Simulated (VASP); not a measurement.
The system is BaTiO3.

```
Ba Ti O
1.0
     3.96714    0.00000    0.00000
     0.00000    3.96714    0.00000
     0.00000    0.00000    4.06567
Ba Ti O
1 1 3
Cartesian
  3.9671 0.0000 4.0600
  1.9836 1.9836 1.9594
  1.9836 1.9836 0.1183
  1.9836 0.0000 2.1007
  3.9671 1.9836 2.1007
```

Base run:

```yaml
Program: VASP 6.6.1
Functional: PBE
Potentials_or_basis: VASP PAW PBE potentials, release 64 (Ba_sv, Ti_sv, O)
Cutoff: 520 eV
k_mesh: 8 × 8 × 8
Occupations: gaussian, width 0.03 eV
Spin: no spin polarisation
```

Its results: band gap on the k mesh 1.81 eV, indirect (least direct gap 2.24 eV); pressure 6.4 GPa; largest force 0.093 eV/Å.

The run is repeated on the same cell with these changes: functional from PBE to r2SCAN. What comes out?

Band gap on the k mesh 2.21 eV, indirect (least direct gap 2.65 eV); pressure 3.5 GPa; largest force 0.091 eV/Å.

r2SCAN gives the wider gap, since meta-GGAs in the generalised Kohn-Sham scheme recover part of the derivative discontinuity.

Caveats: spin-orbit coupling is left out, which moves the levels of the heavy elements; the PAW data sets were made with another functional, which shifts forces and pressure a little (some runs).
